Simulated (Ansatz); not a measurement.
# C under changes of volume

One of the cells (10.908 Å³/atom); the others are scaled copies at fixed shape and fractional positions:

```
C
1.0
     1.23319    0.71198    8.28262
    -1.23319    0.71198    8.28262
     0.00000   -1.42396    8.28262
C
4
Direct
  0.08717 0.08717 0.08717
  0.75385 0.75385 0.75385
  0.24615 0.24615 0.24615
  0.91283 0.91283 0.91283
```

This isn't the form of C at room conditions, which is graphite.

| Quantity | Value |
| --- | --- |
| Program | Ansatz 0.2.0 |
| Functional | PBEsol |
| Dispersion | D4 |
| Potentials or basis | all-electron LAPW, non-relativistic |
| Cutoff | 525 eV (chosen from the basis error) |
| Basis error allowed | 0.001 eV/atom |
| k mesh | 12 × 12 × 12 |
| Occupations | fermi-dirac, width 0.05 eV |
| Spin | collinear spin, antiferromagnetic start, moments held on the sites |
| Starting moments | [0.5, -0.5, 0.5, -0.5] μB |

| volume (Å³/atom) | energy over the lowest point (meV/atom) | gap on the mesh (eV) | largest force (eV/Å) |
| --- | --- | --- | --- |
| 10.254 | 116.56 | 3.77 | 0.007 |
| 10.472 | 81.73 | 3.73 | 0.006 |
| 10.690 | ? | ? | ? |
| 10.908 | 27.95 | 3.64 | 0.005 |
| 11.126 | 12.16 | 3.59 | 0.005 |
| 11.345 | 2.93 | 3.55 | 0.004 |
| 11.563 | 0.00 | 3.51 | 0.004 |

Problem. What does the run at 10.690 Å³/atom give?

Solution. Energy over the lowest point 52.86 meV/atom; gap on the mesh 3.69 eV; largest force 0.005 eV/Å.

Worked out: A Birch-Murnaghan fit of order 3 (a polynomial in V^(-2/3)) to the other rows has its minimum at 11.52 Å³/atom with B0 = V·E''(V) = 280 GPa (rough, since the energies scatter) at fixed shape and positions, which overstates the stiffness. It gives 51.73 meV/atom at 10.690 Å³/atom, against the run's 52.86. A straight line through the other rows of the gap, of slope -2.2 eV per unit of ln V (its deformation potential), gives 3.68 eV, against the run's 3.69.

Energies are extrapolated to zero smearing.

Caveats: the SCF stop doesn't bound the stress; each atom's moment is held at its typed value, so this isn't a free magnetic state.

A mesh can miss the band edges.
